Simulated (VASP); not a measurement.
Input of a VASP 6.6.1 run:

File POSCAR:

```
SnSe2
1.0
    1.9122916090      1.1040620752      6.3350940106
   -1.9122916090      1.1040620752      6.3350940106
    0.0000000000     -2.2081241505      6.3350940106
Sn Se
1 2
Direct
    0.0000000000      0.0000000000      0.0000000000
    0.2505568934      0.2505568934      0.2505568934
    0.7494431066      0.7494431066      0.7494431066
```

The input INCAR.step1:

```
SYSTEM = SnSe2
ALGO     = Normal         ! electronic algorithm
EDIFF    = 1E-4           ! SCF threshold, eV
ENCUT    = 520            ! plane-wave cutoff, eV
GGA      = PE             ! functional
ISMEAR   = 0              ! smearing method
LASPH    = .TRUE.         ! aspherical terms in the spheres
LCHARG   = .FALSE.        ! write CHGCAR
LREAL    = .FALSE.        ! projectors in reciprocal space
LWAVE    = .TRUE.         ! write WAVECAR
NBANDS   = 20             ! bands
NELM     = 100            ! most SCF steps
PREC     = Accurate       ! precision mode
SIGMA    = 0.01           ! smearing width, eV
```

File INCAR.step2:

```
SYSTEM = SnSe2
ALGO     = Normal         ! electronic algorithm
EDIFF    = 1E-6           ! SCF threshold, eV
ENCUT    = 520            ! plane-wave cutoff, eV
ISIF     = 2              ! what is computed and relaxed
ISMEAR   = 0              ! smearing method
ISTART   = 1            
IVDW     = 13             ! dispersion correction
LASPH    = .TRUE.         ! aspherical terms in the spheres
LCHARG   = .FALSE.        ! write CHGCAR
LMIXTAU  = .TRUE.       
LREAL    = .FALSE.        ! projectors in reciprocal space
LWAVE    = .FALSE.        ! write WAVECAR
METAGGA  = R2SCAN         ! meta-GGA
NBANDS   = 20             ! bands
NELM     = 100            ! most SCF steps
PREC     = Accurate       ! precision mode
SIGMA    = 0.01           ! smearing width, eV
VDW_A1   = 0.51559235   
VDW_A2   = 5.77342911   
VDW_S6   = 1.0          
VDW_S8   = 0.6018749
```

File KPOINTS:

```
k-points
0
G
  6 6 6
  0 0 0
```

Potentials or basis: VASP PAW PBE potentials, release 64 (Sn_d, Se).

The run is started by

```sh
$ cat potpaw_PBE.64/Sn_d/POTCAR potpaw_PBE.64/Se/POTCAR > POTCAR
$ cp INCAR.step1 INCAR
$ mpirun -np 1 vasp_std > vasp.out
$ cp INCAR.step2 INCAR
$ mpirun -np 1 vasp_std > vasp.out
```

Task: Predict the largest force.

Result: 0.015 eV/Å.

Task: Estimate the pressure.

Result: 0.2 GPa.

Task: What does it give for the band gap on the k mesh?

Result: 0.58 eV, indirect (least direct gap 0.82 eV).

Task: Predict the dispersion energy per atom.

Result: -0.133 eV.

Forces on the atoms (eV/Å):
```
Sn   0.000  0.000  0.000
Se   0.000  0.000  0.015
Se   0.000  0.000 -0.015
```

Caveat: the PAW data sets were made with another functional, which shifts forces and pressure a little; spin-orbit coupling is left out, which moves the levels of the heavy elements. A k mesh can miss the band edges.
